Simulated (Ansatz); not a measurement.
Computed with DFT PBEsol, scalar-relativistic, plane waves, PAW (Ansatz).

Plane waves to 420 eV, a k mesh through Γ of 8×8×4 on the computed 4-atom cell and Gaussian smearing (0.02 eV); no spin polarisation.

Structure with the computed forces (eV/Å) in the last three columns:

```xyz
4
Lattice="3.1177 -2.2261 0.0000 3.1177 2.2261 0.0000 0.0000 0.0000 8.6842" Properties=species:S:1:pos:R:3:forces:R:3 pbc="T T T" pressure_GPa=2.54
Br    3.1177    1.6061    0.9322    0.0000   -0.6990    1.3000
Br    3.1177   -0.6200    3.4099    0.0000   -0.6990   -1.3000
Br    3.1177   -1.6061    7.7519    0.0000    0.6990   -1.3000
Br    3.1177    0.6200    5.2743    0.0000    0.6990    1.3000
```

Stress tensor (GPa, compression positive):

```
1.29 0.00 0.00
0.00 1.90 0.00
0.00 0.00 4.44
```

The cell holds layers, and where no dispersion correction was added their binding is poorly described.